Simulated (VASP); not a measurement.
# EuS (Fm-3m) in VASP: notebook, part 2 of 2

VASP 6.6.1. Earlier steps stand in the parts before.

### Step 3. Single point, PBE, collinear spin, ferromagnetic start

File INCAR:

```
ALGO     = Normal         # electronic algorithm
EDIFF    = 1E-7           # SCF threshold, eV
ENCUT    = 520            # plane-wave cutoff, eV
GGA      = PE             # functional
ISIF     = 2              # what is computed and relaxed
ISMEAR   = 0              # smearing method
ISPIN    = 2              # spin polarisation
LASPH    = T              # aspherical terms in the spheres
LCHARG   = F              # write CHGCAR
LMAXMIX  = 6              # l up to which the mixer works
LORBIT   = 11             # projections on sites
LREAL    = F              # projectors in reciprocal space
LWAVE    = F              # write WAVECAR
MAGMOM   = 7 0            # initial moments
NELM     = 150            # most SCF steps
PREC     = Accurate       # precision mode
SIGMA    = 0.011          # smearing width, eV
```

File KPOINTS:

```
k-points
0
Gamma
  8 8 8
```

File POSCAR:

```
EuS
1.0
    0.0000000000      2.9785000000      2.9785000000
    2.9785000000      0.0000000000      2.9785000000
    2.9785000000      2.9785000000      0.0000000000
Eu S
1 1
Direct
    0.0000000000      0.0000000000      0.0000000000
    0.5000000000      0.5000000000      0.5000000000
```

Potentials or basis: VASP PAW PBE potentials, release 64 (Eu, S).

Started as:

```bash
cat potpaw_PBE.64/Eu/POTCAR potpaw_PBE.64/S/POTCAR > POTCAR
mpirun -np 1 vasp_std > vasp.out
```

OUTCAR:

```text
EDIFF = 1E-7
   ENCUT = 520
   GGA = PE
   ISIF = 2
   ISMEAR = 0
   ISPIN = 2
   LASPH = T
   LORBIT = 11
   LREAL = F
   NELM = 150
   PREC = Accurate

 ion  position               nearest neighbor table
   1  0.000  0.000  0.000-   2 2.98   2 2.98   2 2.98   2 2.98   2 2.98   2 2.98
   2  0.500  0.500  0.500-   1 2.98   1 2.98   1 2.98   1 2.98   1 2.98   1 2.98

  LATTYP: Found a face centered cubic cell.
 ALAT       =     5.9570000000

  Lattice vectors:

 A1 = (   0.0000000000,   2.9785000000,   2.9785000000)
 A2 = (   2.9785000000,   0.0000000000,   2.9785000000)
 A3 = (   2.9785000000,   2.9785000000,   0.0000000000)

Analysis of symmetry for initial positions (statically):
=====================================================================
 Subroutine PRICEL returns:
 Original cell was already a primitive cell.

 Routine SETGRP: Setting up the symmetry group for a
 face centered cubic supercell.

 Subroutine GETGRP returns: Found 48 space group operations
 (whereof 48 operations were pure point group operations)
 out of a pool of 48 trial point group operations.

The static configuration has the point symmetry O_h .

Analysis of symmetry for dynamics (positions and initial velocities):
=====================================================================
 Subroutine PRICEL returns:
 Original cell was already a primitive cell.

 Routine SETGRP: Setting up the symmetry group for a
 face centered cubic supercell.

 Subroutine GETGRP returns: Found 48 space group operations
 (whereof 48 operations were pure point group operations)
 out of a pool of 48 trial point group operations.

The dynamic configuration has the point symmetry O_h .

Analysis of structural, dynamic, and magnetic symmetry:
=====================================================================
 Subroutine PRICEL returns:
 Original cell was already a primitive cell.

 Routine SETGRP: Setting up the symmetry group for a
[... 150 lines left out ...]
  ---------------------------------------------------
  free energy    TOTEN  =       -19.89733573 eV

  energy without entropy =      -19.89727777  energy(sigma->0) =      -19.89730675

 E-fermi :   4.2711     XC(G=0):  -9.6349

 val. band max:        4.2392156114   @ k =   0.1250   0.0000   0.0000
 cond. band min:       4.2763360372   @ k =   0.1250   0.1250   0.0000
 fundamental gap:      0.0371204257
 Fermi energy:         4.2710905743

 spin component 1

 k-point     1 :       0.0000    0.0000    0.0000
  band No.  band energies     occupation
      1     -37.2053      1.00000
      2     -15.9204      1.00000
      3     -15.9204      1.00000
      4     -15.9204      1.00000
      5      -9.1821      1.00000
      6       1.5231      1.00000
[... 517 lines left out ...]
     18       8.3117      0.00000
     19       8.7130      0.00000

 [... further k-points ...]

 spin component 2

 k-point     1 :       0.0000    0.0000    0.0000
  band No.  band energies     occupation
      1     -34.1192      1.00000
      2     -13.6604      1.00000
      3     -13.6604      1.00000
      4     -13.6604      1.00000
      5      -9.1776      1.00000
      6       1.6702      1.00000
[... 517 lines left out ...]
     18       9.5377      0.00000
     19       9.8014      0.00000

 [... further k-points ...]

------------------------ aborting loop because EDIFF is reached ----------------------------------------

  FORCE on cell =-STRESS in cart. coord.  units (eV):
  Direction    XX          YY          ZZ          XY          YZ          ZX
  --------------------------------------------------------------------------------------
  -------------------------------------------------------------------------------------
  Total       -0.9143203     -0.9143203     -0.9143203      0.0000000      0.0000000     -0.0000000
  in kB      -27.7195473    -27.7195473    -27.7195473      0.0000000      0.0000000     -0.0000000
  external PRESSURE =     -27.7195473 kB  Pullay stress =       0.0000000 kB

 VOLUME and BASIS-vectors are now :
 -----------------------------------------------------------------------------
  energy-cutoff  :      520.00
  volume of cell :       52.85
      direct lattice vectors                 reciprocal lattice vectors
     0.000000000  2.978500000  2.978500000    -0.167869733  0.167869733  0.167869733
     2.978500000  0.000000000  2.978500000     0.167869733 -0.167869733  0.167869733
     2.978500000  2.978500000  0.000000000     0.167869733  0.167869733 -0.167869733

 POSITION                                       TOTAL-FORCE (eV/Angst)
 -----------------------------------------------------------------------------------
      0.00000      0.00000      0.00000         0.000000     -0.000000     -0.000000
      2.97850      2.97850      2.97850         0.000000      0.000000      0.000000
 -----------------------------------------------------------------------------------
    total drift:                                0.000000     -0.000000     -0.000000

  FREE ENERGIE OF THE ION-ELECTRON SYSTEM (eV)
  ---------------------------------------------------
  free  energy   TOTEN  =       -19.8973357310 eV

  energy  without entropy=      -19.8972777747  energy(sigma->0) =      -19.89730675

 total charge

# of ion       s       p       d       f       tot
--------------------------------------------------
    1        2.027   5.757   0.304   6.658  14.747
    2        1.316   2.430   0.000   0.000   3.746
--------------------------------------------------
tot          3.343   8.188   0.304   6.658  18.493

 magnetization (x)

# of ion       s       p       d       f       tot
--------------------------------------------------
    1       -0.015  -0.114   0.093   6.628   6.592
    2       -0.007  -0.066   0.000   0.000  -0.073
--------------------------------------------------
tot         -0.022  -0.180   0.093   6.628   6.519
```

OSZICAR:

```text
N       E                     dE             d eps       ncg     rms          rms(c)
DAV:   1     0.149413592699E+03    0.14941E+03   -0.89570E+03  2778   0.518E+03
DAV:   2     0.114789793825E+02   -0.13793E+03   -0.12318E+03  2832   0.353E+02
DAV:   3    -0.151168652747E+02   -0.26596E+02   -0.25868E+02  3276   0.154E+02
[... 10 lines left out ...]
DAV:  14    -0.198973059872E+02   -0.13494E-04   -0.40238E-04  3919   0.266E-01    0.197E-01
DAV:  15    -0.198973313846E+02   -0.25397E-04   -0.44050E-05  3815   0.564E-02    0.614E-02
DAV:  16    -0.198973341112E+02   -0.27266E-05   -0.51391E-05  3712   0.112E-01    0.835E-02
DAV:  17    -0.198973353221E+02   -0.12109E-05   -0.27009E-06  3760   0.128E-02    0.499E-02
DAV:  18    -0.198973356852E+02   -0.36311E-06   -0.17031E-06  3504   0.167E-02    0.173E-02
DAV:  19    -0.198973357310E+02   -0.45799E-07   -0.47092E-07  3112   0.834E-03
   1 F= -.19897336E+02 E0= -.19897307E+02  d E =-.579563E-04  mag=     6.9881
```

It took 56 s on 1 thread of AMD EPYC 9R45 (Zen 5), shared host; peak memory 0.21 GiB.

What came out:

| Item | Value |
| --- | --- |
| Free energy | -19.8973 eV |
| Pressure | -2.8 GPa |
| Band gap on the k mesh | none (metal or under the smearing width) |
| Net moment | 6.99 μB per cell |
| Site moments | Eu +6.59; S -0.07 μB |
| Valence electrons inside the program's atomic spheres | Eu 14.75; S 3.75 |

Caveat: spin-orbit coupling is left out, which moves the levels of the heavy elements; a cell with one magnetic atom can't hold antiferromagnetic order, which such compounds often take; without U or exact exchange the open f shell lies at the Fermi level, which spoils levels, moments and volumes. The state reached can hang on the start; a lower one may exist.

### Step 4. Relaxation of cell and atoms, RPBE, collinear spin, ferromagnetic start

File INCAR:

```
ALGO     = Normal         # electronic algorithm
EDIFF    = 1E-6           # SCF threshold, eV
EDIFFG   = -0.02          # ionic threshold
ENCUT    = 600            # plane-wave cutoff, eV
GGA      = RP             # functional
IBRION   = 2              # ionic algorithm
ISIF     = 3              # what is computed and relaxed
ISMEAR   = -1             # smearing method
ISPIN    = 2              # spin polarisation
LASPH    = T              # aspherical terms in the spheres
LCHARG   = F              # write CHGCAR
LMAXMIX  = 6              # l up to which the mixer works
LORBIT   = 11             # projections on sites
LREAL    = F              # projectors in reciprocal space
LWAVE    = F              # write WAVECAR
MAGMOM   = 7 0            # initial moments
NELM     = 120            # most SCF steps
NSW      = 40             # ionic steps
PREC     = Accurate       # precision mode
SIGMA    = 0.05           # smearing width, eV
```

KPOINTS is that of step 3.

POSCAR is that of step 3.

Started as:

```bash
cat potpaw_PBE.64/Eu/POTCAR potpaw_PBE.64/S/POTCAR > POTCAR
mpirun -np 1 vasp_std > vasp.out
```

It took 2.6 min on 1 thread of AMD EPYC 9R45 (Zen 5), shared host; peak memory 0.26 GiB.

Results (log left out):

```
Free energy                                           : -19.3615 eV
Relaxed volume                                        : 26.13 Å³/atom
Relaxed cell                                          : a = 4.197 Å, b = 4.197 Å, c = 4.197 Å, α = 60.00°, β = 60.00°, γ = 60.00°
Space group after relaxing (to 0.05 Å)                : Fm-3m (No. 225)
Energy gained by relaxing                             : 0.5 meV/atom
Ionic steps                                           : 2
Pressure after relaxing                               : 0.0 GPa
Band gap on the k mesh                                : none (metal or under the smearing width)
Net moment                                            : 6.99 μB per cell
Site moments                                          : Eu +6.59; S -0.08 μB
Valence electrons inside the program's atomic spheres : Eu 14.78; S 3.77
```

Step by step:
```
step  energy change (eV)  largest force (eV/Å)  pressure (GPa)  volume (Å³)
   1              0.0000                0.0000           -0.47        52.85
   2             -0.0009                0.0000            0.00        52.26
```

Final structure:
```xyz
2
Lattice="0.0000 2.9675 2.9675 2.9675 0.0000 2.9675 2.9675 2.9675 0.0000" Properties=species:S:1:pos:R:3 pbc="T T T"
Eu    2.9675    0.0000    2.9675
S     2.9675    2.9675    2.9675
```

Levels at points of the mesh, in eV from the Fermi level:
Spin up:
| k point | band 13 | band 14 | band 15 | band 16 | band 17 | band 18 |
| --- | --- | --- | --- | --- | --- | --- |
| (0.00, 0.00, 0.00) | 0.03 | 0.03 | 0.03 | 0.89 | 1.06 | 1.06 |
| (0.50, 0.00, 0.00) | -0.33 | -0.30 | -0.28 | 2.94 | 3.24 | 3.67 |
| (0.50, 0.50, 0.00) | -0.35 | -0.31 | -0.12 | -0.12 | 3.07 | 3.31 |
Spin down:
```tsv
k point	band 6	band 7	band 8	band 9	band 10	band 11
(0.00, 0.00, 0.00)	-2.70	-2.70	-2.70	1.65	1.89	1.89
(0.50, 0.00, 0.00)	-5.18	-3.83	-3.83	2.96	4.13	4.14
(0.50, 0.50, 0.00)	-3.81	-3.05	-3.05	-0.09	3.94	4.09
```

Caveat: the PAW data sets were made with another functional, which shifts forces and pressure a little; spin-orbit coupling is left out, which moves the levels of the heavy elements; a cell with one magnetic atom can't hold antiferromagnetic order, which such compounds often take; without U or exact exchange the open f shell lies at the Fermi level, which spoils levels, moments and volumes.

### Step 5. Relaxation of cell and atoms, revPBE, collinear spin, ferromagnetic start

File INCAR:

```
PREC = Accurate ; ENCUT = 600
EDIFF = 1E-6 ; ISMEAR = -1
SIGMA = 0.05 ; LREAL = False
LASPH = True ; NELM = 120
ALGO = Fast ; ISIF = 3
LWAVE = False ; LCHARG = False
ISPIN = 2 ; MAGMOM = 7 0
LORBIT = 11 ; LMAXMIX = 6
GGA = RE ; IBRION = 2
NSW = 40 ; EDIFFG = -0.02
```

File KPOINTS:

```
Automatic mesh
0
Gamma
  8 8 8
```

POSCAR is that of step 4.

Started as:

```bash
cat potpaw_PBE.64/Eu/POTCAR potpaw_PBE.64/S/POTCAR > POTCAR
mpirun -np 1 vasp_std > vasp.out
```

Wall time 6.1 min (1 thread of AMD EPYC 9R45 (Zen 5), shared host); peak memory 0.27 GiB.

Results (log left out):

- Free energy: -19.4182 eV
- Relaxed volume: 25.75 Å³/atom
- Relaxed cell: a = 4.176 Å, b = 4.176 Å, c = 4.176 Å, α = 60.00°, β = 60.00°, γ = 60.00°
- Space group after relaxing (to 0.05 Å): Fm-3m (No. 225)
- Energy gained by relaxing: 2.2 meV/atom
- Ionic steps: 2
- Pressure after relaxing: 0.1 GPa
- Band gap on the k mesh: none (metal or under the smearing width)
- Net moment: 6.98 μB per cell
- Site moments: Eu +6.58; S -0.08 μB
- Valence electrons inside the program's atomic spheres: Eu 14.77; S 3.77

The path:
```csv
step,energy change (eV),largest force (eV/Å),pressure (GPa),volume (Å³)
1,0.0000,0.0000,-1.08,52.85
2,-0.0044,0.0000,0.12,51.49
```

Final structure:
```
Eu S
1.0
     0.00000    2.95282    2.95282
     2.95282    0.00000    2.95282
     2.95282    2.95282    0.00000
Eu S
1 1
Direct
  0.00000 0.00000 0.00000
  0.50000 0.50000 0.50000
```

Levels at points of the mesh, in eV from the Fermi level:
Spin up:
```
           k point  band 11  band 12  band 13  band 14  band 15  band 16  band 17  band 18  band 19
(0.00, 0.00, 0.00)    -0.29    -0.29     0.05     0.05     0.05     0.96     1.04     1.04     1.05
(0.50, 0.00, 0.00)    -0.42    -0.33    -0.33    -0.30    -0.28     2.99    29.57    30.38    34.19
(0.50, 0.50, 0.00)    -0.37    -0.35    -0.35    -0.31    -0.11    -0.11    28.27    29.03    31.64
```
Spin down:
```tsv
k point	band 4	band 5	band 6	band 7	band 8	band 9	band 10	band 11	band 12	band 13
(0.00, 0.00, 0.00)	-17.98	-13.59	-2.69	-2.69	-2.69	1.69	1.86	1.86	1.86	2.71
(0.50, 0.00, 0.00)	-18.01	-12.57	-5.23	-3.85	-3.85	2.94	4.11	4.11	4.16	4.44
(0.50, 0.50, 0.00)	-18.11	-13.24	-3.80	-3.03	-3.03	-0.15	3.96	4.15	4.28	4.37
```

Caveat: the PAW data sets were made with another functional, which shifts forces and pressure a little; spin-orbit coupling is left out, which moves the levels of the heavy elements; a cell with one magnetic atom can't hold antiferromagnetic order, which such compounds often take; without U or exact exchange the open f shell lies at the Fermi level, which spoils levels, moments and volumes. The state reached can hang on the start; a lower one may exist.

### Step 6. Relaxation of cell and atoms, BLYP, collinear spin, ferromagnetic start

File INCAR:

```
SYSTEM = EuS
PREC = Accurate
ENCUT = 600
EDIFF = 1E-6
ISMEAR = -1
SIGMA = 0.05
LREAL = .False.
LASPH = .True.
NELM = 100
ALGO = Normal
ISIF = 3
LWAVE = .False.
LCHARG = .False.
ISPIN = 2
MAGMOM = 7 0
LORBIT = 11
LMAXMIX = 6
GGA = B5
ALDAX = 1.0
AGGAX = 1.0
AGGAC = 1.0
ALDAC = 0.0
IBRION = 2
NSW = 60
EDIFFG = -0.02
```

File KPOINTS:

```
Automatic mesh
0
Gamma
  8 8 8
  0 0 0
```

POSCAR is that of step 5.

Potentials or basis: VASP PAW PBE potentials, release 64 (Eu, S).

Started as:

```bash
cat potpaw_PBE.64/Eu/POTCAR potpaw_PBE.64/S/POTCAR > POTCAR
mpirun -np 1 vasp_std > vasp.out
```

Wall time 2.6 min (1 thread of AMD EPYC 9R45 (Zen 5), shared host); peak memory 0.26 GiB.

It converged, with:

* Free energy: -18.5932 eV
* Relaxed volume: 26.77 Å³/atom
* Relaxed cell: a = 4.230 Å, b = 4.230 Å, c = 4.230 Å, α = 60.00°, β = 60.00°, γ = 60.00°
* Space group after relaxing (to 0.05 Å): Fm-3m (No. 225)
* Energy gained by relaxing: 0.6 meV/atom
* Ionic steps: 2
* Pressure after relaxing: 0.0 GPa
* Band gap on the k mesh: none (metal or under the smearing width)
* Net moment: 6.98 μB per cell
* Site moments: Eu +6.62; S -0.05 μB
* Valence electrons inside the program's atomic spheres: Eu 14.75; S 3.78

Step by step:
```csv
step,energy change (eV),largest force (eV/Å),pressure (GPa),volume (Å³)
1,0.0000,0.0000,0.54,52.85
2,-0.0013,0.0000,-0.01,53.53
```

Final structure:
```yaml
crystal:
  lattice:
    - [0.00000, 2.99128, 2.99128]
    - [2.99128, 0.00000, 2.99128]
    - [2.99128, 2.99128, 0.00000]
  atoms:
    - { symbol: Eu, position: [0.00000, 0.00000, 0.00000] }
    - { symbol: S, position: [0.50000, 0.50000, 0.50000] }
```

Levels at points of the mesh, in eV from the Fermi level:
Spin up:
| k point | band 13 | band 14 | band 15 | band 16 | band 17 | band 18 |
| --- | --- | --- | --- | --- | --- | --- |
| (0.00, 0.00, 0.00) | 0.01 | 0.01 | 0.01 | 0.96 | 1.07 | 1.07 |
| (0.50, 0.00, 0.00) | -0.32 | -0.29 | -0.28 | 3.15 | 3.20 | 3.50 |
| (0.50, 0.50, 0.00) | -0.34 | -0.30 | -0.12 | -0.12 | 2.96 | 3.20 |
Spin down:
| k point | band 6 | band 7 | band 8 | band 9 | band 10 | band 11 |
| --- | --- | --- | --- | --- | --- | --- |
| (0.00, 0.00, 0.00) | -2.71 | -2.71 | -2.71 | 1.37 | 1.69 | 1.69 |
| (0.50, 0.00, 0.00) | -5.15 | -3.81 | -3.81 | 2.86 | 3.84 | 3.93 |
| (0.50, 0.50, 0.00) | -3.79 | -3.05 | -3.05 | -0.19 | 3.75 | 3.76 |

Caveat: the PAW data sets were made with another functional, which shifts forces and pressure a little; spin-orbit coupling is left out, which moves the levels of the heavy elements; a cell with one magnetic atom can't hold antiferromagnetic order, which such compounds often take; without U or exact exchange the open f shell lies at the Fermi level, which spoils levels, moments and volumes. Zero-point motion and thermal expansion aren't in these numbers.

### Step 7. For comparison

An earlier run on the cell as given: functional PBE; potentials or basis VASP PAW PBE potentials, release 64 (Eu, S); cutoff 520 eV; k mesh 8 × 8 × 8; occupations fermi-dirac, width 0.05 eV; collinear spin, ferromagnetic start; starting moments [7.0, 0.0] μB.

* Pressure: -2.8 GPa
* Band gap on the k mesh: none (metal or under the smearing width)
* Net moment: 6.98 μB per cell
* Site moments: Eu +6.59; S -0.07 μB
* Valence electrons inside the program's atomic spheres: Eu 14.74; S 3.75

### Step 8. Summary

```tsv
task	level	cell	cutoff (eV)	smearing	gap on the mesh (eV)	pressure (GPa)	moment (μB)	relaxed volume (Å³/atom)
single point	PBE	as given	520	gaussian 0.014 eV	none	-2.8	6.99	-
single point	PBE	as given	520	gaussian 0.011 eV	none	-2.8	6.99	-
relaxation of cell and atoms	RPBE	relaxed	600	fermi-dirac 0.05 eV	none	0.0	6.99	26.13
relaxation of cell and atoms	revPBE	relaxed	600	fermi-dirac 0.05 eV	none	0.1	6.98	25.75
relaxation of cell and atoms	BLYP	relaxed	600	fermi-dirac 0.05 eV	none	0.0	6.98	26.77
single point	PBE	as given	520	fermi-dirac 0.05 eV	none	-2.8	6.98	-
```

Alike in all rows: potentials or basis VASP PAW PBE potentials, release 64 (Eu, S); spin collinear, ferromagnetic start; k mesh 8 × 8 × 8.

Every run on the cell as given and a fine mesh finds a metal.

Caveats: spin-orbit coupling is left out, which moves the levels of the heavy elements; a cell with one magnetic atom can't hold antiferromagnetic order, which such compounds often take; without U or exact exchange the open f shell lies at the Fermi level, which spoils levels, moments and volumes; the PAW data sets were made with another functional, which shifts forces and pressure a little (some runs).

Total energies depend on the potentials used, so only differences within one code and one set of settings carry meaning.

### Step 9. How close it comes

Step 2. Measured gap of EuS: 1.72 eV (optical; 300 K; powder; “Crystal-field mediated electronic transitions of EuS up to 35 GPa”, 2022, pmc:8786971). This calculation gives 0.00 eV (-1.72 eV). So large a miss can be the level of theory's own, or it may mean another phase, state or a wrong row. Spin-orbit coupling on Eu is left out. The value is that of PBE on a finite k mesh, which can miss the band edges, without temperature or zero-point motion. Semilocal functionals fall short of measured gaps as a rule. The run's magnetic order (collinear spin, ferromagnetic start) needn't be the measured crystal's.

Step 3. A measured gap of EuS is 1.72 eV (optical; 300 K; powder; “Crystal-field mediated electronic transitions of EuS up to 35 GPa”, 2022, pmc:8786971); the calculated 0.00 eV misses it by -1.72 eV. So large a miss can be the level of theory's own, or it may mean another phase, state or a wrong row. Spin-orbit coupling on Eu is left out. The value is that of PBE on a finite k mesh, which can miss the band edges, without temperature or zero-point motion. Semilocal functionals fall short of measured gaps as a rule. The run's magnetic order (collinear spin, ferromagnetic start) needn't be the measured crystal's.
